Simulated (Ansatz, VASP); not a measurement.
## CaSe: VASP beside Ansatz

Contents of INCAR:

```
ALGO = Normal ; EDIFF = 1E-7
EDIFFG = -0.02 ; ENCUT = 520
GGA = PE ; IBRION = 2
ISIF = 2 ; ISMEAR = -1
LASPH = True ; LCHARG = False
LREAL = False ; LWAVE = False
NELM = 80 ; NSW = 40
PREC = Accurate ; SIGMA = 0.05
```

KPOINTS

```
k-points
0
Gamma
  8 8 8
```

POSCAR

```
CaSe
1.0
    0.0000000000      2.9560000000      2.9560000000
    2.9560000000      0.0000000000      2.9560000000
    2.9560000000      2.9560000000      0.0000000000
Se Ca
1 1
Direct
    0.5000000000      0.5000000000      0.5000000000
    0.0000000000      0.0000000000      0.0000000000
```

File input.yaml:

```yaml
crystal:
  lattice:
    - [0.0, 2.956, 2.956]
    - [2.956, 0.0, 2.956]
    - [2.956, 2.956, 0.0]
  atoms:
    - { symbol: Se, position: [0.5, 0.5, 0.5] }
    - { symbol: Ca, position: [0.0, 0.0, 0.0] }
hamiltonian:
  xc: pbe
  pseudopotentials: { kind: paw }
kpoints:
  mp_grid: { grid: [8, 8, 8] }
scf:
  occupations: { method: fermi_dirac, width: 0.05 }
output:
  forces: true
  stress: true
  eigenvalues: true
relax:
  f_tol: 0.01
  max_steps: 40
```

Change from the starting cell: strain = 0.0.

Alike in both runs: task relaxation of the atoms; functional PBE; k mesh 8 × 8 × 8; occupations fermi-dirac, width 0.05 eV; no spin polarisation.

|  | VASP | Ansatz |
| --- | --- | --- |
| version | VASP 6.6.1 | Ansatz 0.2.0 |
| potentials or method | VASP PAW PBE potentials, release 64 (Se, Ca_sv) | Ansatz PAW |
| plane-wave cutoff (eV) | 520 | 420 |
| valence electrons in the cell | 16 | 26 |

VASP gave:

```
gap on the k mesh at the Fermi level, each at its own relaxed structure (eV) : 2.02
```

Q: Which values does Ansatz return?

A: gap on the k mesh at the Fermi level, each at its own relaxed structure (eV): 2.03.

The two sets of potentials don't hold the same shells in valence.

Caveats: the relaxation stopped at its first step, so nothing moved. A k mesh can miss the band edges.
